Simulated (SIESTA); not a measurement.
# NaI under changes of volume

One of the cells (33.899 Å³/atom); the others are scaled copies at fixed shape and fractional positions:

```xyz
2
Lattice="0.0000 3.2364 3.2364 3.2364 0.0000 3.2364 3.2364 3.2364 0.0000" Properties=species:S:1:pos:R:3 pbc="T T T"
I     3.2364    3.2364    3.2364
Na    0.0000    0.0000    0.0000
```

```yaml
Program: SIESTA 5.4.2
Functional: LDA
Potentials_or_basis: PseudoDojo 0.4 standard (LDA files)
Basis: DZP (energy shift 0.003 Ry; two zetas on semicore shells)
Grid_cutoff: 800 Ry
Energy_shift: 0.003 Ry
k_mesh: 7 × 7 × 7
Occupations: fermi-dirac, width 0.05 eV
Spin: no spin polarisation
```

```tsv
volume (Å³/atom)	energy over the lowest point (meV/atom)	pressure (GPa)	gap on the mesh (eV)
31.865	0.00	-0.5	3.66
32.543	2.84	-0.8	3.60
33.221	7.17	-1.2	3.54
33.899	12.79	-1.5	3.48
34.577	19.58	-1.7	3.43
35.255	27.41	-2.0	3.38
35.933	?	?	?
```

Task: What does the run at 35.933 Å³/atom give?

Result: Energy over the lowest point 36.14 meV/atom; pressure -2.2 GPa; gap on the mesh 3.33 eV.

Worked out: A Birch-Murnaghan fit of order 3 (a polynomial in V^(-2/3)) to the other rows has its minimum at 31.08 Å³/atom, just outside them, with B0 = V·E''(V) = 21 GPa and B' = 4.4. It gives 36.16 meV/atom at 35.933 Å³/atom, against the run's 36.14, and -dE/dV = -2.2 GPa, against -2.2. A straight line through the other rows of the gap, of slope -2.79 eV per unit of ln V (its deformation potential), extrapolates to 3.32 eV, against the run's 3.33.

Energies are extrapolated to zero smearing.

Caveats: spin-orbit coupling is left out, which moves the levels of the heavy elements; the basis of atomic orbitals isn't converged, which shifts pressures, moduli and gaps.
